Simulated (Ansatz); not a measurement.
Method: DFT PBEsol, scalar-relativistic, plane waves, PAW in Ansatz 0.2.0.

Settings: cutoff 420 eV, Γ-centred mesh 12×12×12 on the computed 2-atom cell, Gaussian smearing of 0.10 eV; no spin polarisation.

Structure with the computed forces (eV/Å) in the last three columns:

```xyz
2
Lattice="2.1874 1.2629 3.8081 -2.1874 1.2629 3.8081 0.0000 -2.5258 3.8081" Properties=species:S:1:pos:R:3:forces:R:3 pbc="T T T" pressure_GPa=-2.31
Sb    0.0000    0.0000    2.6691    0.0000    0.0000   -0.0850
Sb    0.0000    0.0000    8.7550    0.0000    0.0000    0.0850
```

Stress tensor (GPa, compression positive):

```
-2.34  0.00  0.00
 0.00 -2.34  0.00
 0.00  0.00 -2.27
```